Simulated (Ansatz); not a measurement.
The compound is CrO2 (1T sheet).

The cell holds 3 atoms: 1 Cr and 2 O. Its edges and angles: a = 2.748 Å, b = 2.748 Å, c = 28.557 Å, α = 90.0°, β = 90.0°, γ = 120.0°. Vacuum lies along c.

```
Cr O
1.0
     0.00000    1.94305    1.94305
     1.94305   -1.94305    0.00000
    16.48761   16.48761  -16.48761
Cr O
1 2
Cartesian
  5.3055 5.3055 -5.3055
  7.2146 5.2715 -5.2715
  5.3394 5.3394 -3.3964
```

The structure was relaxed with PBE. The structure was generated from a model, not taken from a measurement. The runs that relaxed it are not among those shown. The program's search for lower electronic states was switched off, so nothing shows that the state found is the lowest. PAW set soft_2, made with PBE.

A constrained-RPA run (Ansatz 0.2.0; non-magnetic PBE; Cr d, bands v1 to c4, 6×6×1 mesh, medium accuracy) builds 5 functions on bands 4.2 eV wide, with 2.0 electrons in the window. The bare on-site interaction is 16.9 eV and the bare J 0.54 eV.

What U and J survive the screening?

On the Cr d shell, U = 4.22 eV (25 % of the bare value), U′ = 3.39 eV, J = 0.39 eV.

The parent state is non-magnetic and the interaction static (zero frequency); U depends on the window and the orbitals, so it belongs to this model alone.

[Paths, hosts, dates, memory and timing lines, banners, echoed tables and standing remarks are left out of the program output.]

[Logs are printed without paths, hosts, clocks, repeated set-up lines and the standing remarks that a program may print on its own settings, such as how far it seeks lower states.]

[Runs of the session that timed out or met a known fault of the program may be left out.]

[Hosts, paths, dates, database ids (printed as entryN), source tags and the programs' standing remarks are cut or masked in the printed files.]
